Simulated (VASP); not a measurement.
Crystal: HfO2.

```
Hf O
1.0
     5.11800    0.00000    0.00000
     0.00000    5.18570    0.00000
    -0.85866    0.00000    5.21387
Hf O
4 8
Direct
  0.27550 0.03970 0.20800
  0.72450 0.53970 0.29200
  0.72450 0.96030 0.79200
  0.27550 0.46030 0.70800
  0.44870 0.75810 0.48010
  0.55130 0.25810 0.01990
  0.55130 0.24190 0.51990
  0.44870 0.74190 0.98010
  0.07420 0.33160 0.34670
  0.92580 0.83160 0.15330
  0.92580 0.66840 0.65330
  0.07420 0.16840 0.84670
```

- Program: VASP 6.6.1
- Task: relaxation of cell and atoms
- Functional: PBE
- Potentials or basis: VASP PAW PBE potentials, release 64 (Hf_pv, O)
- Cutoff: 520 eV
- k mesh: 5 × 5 × 5
- Occupations: gaussian, width 0.1 eV
- Spin: no spin polarisation

At the start: pressure 2.7 GPa; volume 11.53 Å³/atom.

Question: Where does the relaxation end?

Answer: Over 25 steps the energy falls by 3.4 meV/atom and the volume is 11.67 Å³/atom (+1.2 %); space group P2_1/c (No. 14, to 0.05 Å).

The path:
```tsv
step	energy change (eV)	largest force (eV/Å)	pressure (GPa)	volume (Å³)
1	0.0000	0.4578	2.66	138.38
2	0.0080	0.4388	-4.30	142.25
3	-0.0267	0.1947	-0.70	140.16
4	-0.0356	0.1007	0.00	139.81
5	-0.0357	0.1054	0.05	139.79
6	-0.0382	0.0434	0.07	139.78
7	-0.0388	0.0547	0.08	139.77
8	-0.0392	0.0410	-0.01	139.89
9	-0.0393	0.0195	0.01	139.86
10	-0.0394	0.0133	-0.06	139.91
11	-0.0394	0.0143	-0.07	139.92
12	-0.0395	0.0135	0.08	139.85
13	-0.0395	0.0139	0.10	139.84
14	-0.0396	0.0136	0.05	139.88
15	-0.0397	0.0166	-0.07	139.98
16	-0.0397	0.0161	-0.05	139.97
17	-0.0398	0.0213	0.01	139.96
18	-0.0398	0.0362	0.14	139.95
19	-0.0399	0.0267	0.06	139.96
20	-0.0400	0.0222	0.02	139.99
21	-0.0400	0.0185	-0.07	140.05
22	-0.0401	0.0149	-0.01	140.02
23	-0.0402	0.0156	0.05	140.00
24	-0.0402	0.0103	0.00	140.03
25	-0.0403	0.0061	-0.07	140.07
```

Final structure:
```
CELL_PARAMETERS angstrom
5.14064 0.00000 -0.01643
0.00000 5.19094 0.00000
-0.87926 0.00000 5.25189
ATOMIC_POSITIONS crystal
Hf 0.27584 0.04270 0.20792
Hf 0.72416 0.54270 0.29208
Hf 0.72416 0.95730 0.79208
Hf 0.27584 0.45730 0.70792
O 0.44901 0.75728 0.47727
O 0.55099 0.25728 0.02273
O 0.55099 0.24272 0.52273
O 0.44901 0.74272 0.97727
O 0.06745 0.32918 0.34782
O 0.93255 0.82918 0.15218
O 0.93255 0.67082 0.65218
O 0.06745 0.17082 0.84782
```
